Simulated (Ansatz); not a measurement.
## Z2 indices of PbF2, calculated with Ansatz

Space group Fm-3m (No. 225), 3 atoms in the cell of the first input below: a = 4.200 Å, b = 4.200 Å, c = 4.200 Å, α = 60.00°, β = 60.00°, γ = 60.00°.

The cell was built from a prototype of a structure type listed for this compound, at its measured volume, taken without relaxation (pressure -0.7 GPa with this functional, without spin–orbit coupling). Functional: r2SCAN.

Input:

```yaml
crystal:
  lattice:
    - [0.0, 2.9698479669, 2.9698479669]
    - [2.9698479669, 0.0, 2.9698479669]
    - [2.9698479669, 2.9698479669, 0.0]
  atoms:
    - { symbol: Pb, position: [0.0, 0.0, 0.0] }
    - { symbol: F, position: [0.25, 0.25, 0.25] }
    - { symbol: F, position: [0.75, 0.75, 0.75] }
basis:
  ecutwfc: 500
  ecutrho_ratio: 4
kpoints:
  mp_grid: { grid: [6, 6, 6] }
hamiltonian:
  xc: r2scan
scf:
  occupations: { method: gaussian, width: 0.05 }
output:
  forces: true
  stress: true
  eigenvalues: true
  populations: true
  topological_invariants: true
magnetization:
  noncollinear: true
  spin_orbit: true
```

```bash
ansatz run input.yaml --threads 4 --pin off --max-ram 9216MiB --backend cpu --events-out ev --progress --plain --runs-dir out
```

Time: 46 s on 4 threads of Arm Neoverse V1, with other jobs on the host, peak memory 0.84 GiB.

Without spin–orbit coupling the gap on a 10×10×10 mesh is 4.95 eV. With it, in a separate run (self-consistent on 8×8×8, bands on 12×12×12), a gap of 4.52 eV parts the filled from the empty bands (a gap on a mesh is an upper bound, as the edges may lie between its points, so gaps on unlike meshes don't measure the coupling's effect alone). The indices are those of the lowest 28 bands, and their direct separation from the next band is open.

Odd-parity bands among them at the eight time-reversal-invariant momenta (inversion centre at 0.000 0.000 0.000):

```
          k  odd bands
0.0 0.0 0.0          8
0.0 0.0 0.5          8
0.0 0.5 0.0          8
0.0 0.5 0.5          8
0.5 0.0 0.0          8
0.5 0.0 0.5          8
0.5 0.5 0.0          8
0.5 0.5 0.5          8
```

What are the Z2 indices by the rule of Fu and Kane?

Each Kramers pair counts once, so δ = (−1)^(odd bands / 2): +, +, +, +, +, +, +, +. The product of all eight gives ν0, the products over the planes k_i = 1/2 the weak indices: (0;000). The Wilson-loop planes give (0;000).

The cell is scaled in volume by 0.96 and 1.05 with the atoms carried along. Do the indices change?

No.

```
volume ratio  pressure with spin–orbit coupling (GPa)  smallest direct separation sampled (eV)              at k  separation       Z2
        0.96                                      2.5                                    4.655  0.00 -0.50 -0.50        open  (0;000)
        1.00                                     -0.8                                    4.662  0.00 -0.50 -0.50        open  (0;000)
        1.05                                     -4.0                                    4.656  0.00 -0.50 -0.50        open  (0;000)
```

Caveats: Kohn–Sham gaps are too small; Z2 indices don't see topology that rests on crystal symmetry, and an even number of inversions cancels.

PbF2 in the fluorite structure is a trivial insulator in the Z2 sense, and the parity count follows from its ionic filling. About the inversion centre on Pb, the filled 5d and 6s states are even, while inversion exchanges the two fluorines, so their 2s and 2p orbitals combine into equal numbers of even and odd states. This gives 8 odd bands at every invariant momentum, as in an atomic limit, and hybridisation cannot alter the count without a gap closure.

Spin–orbit coupling is strong in the empty, odd Pb 6p states, but a band inversion would have to bring them below even valence states, across a separation of more than 4 eV. The smallest direct separation stays at the same zone-boundary point and hardly changes with volume, so modest strain brings the crystal no nearer to an inversion. It lies above the overall gap of 4.52 eV, which suggests an indirect gap. The result doesn't carry over to the orthorhombic polymorph, whose bands would need their own analysis.
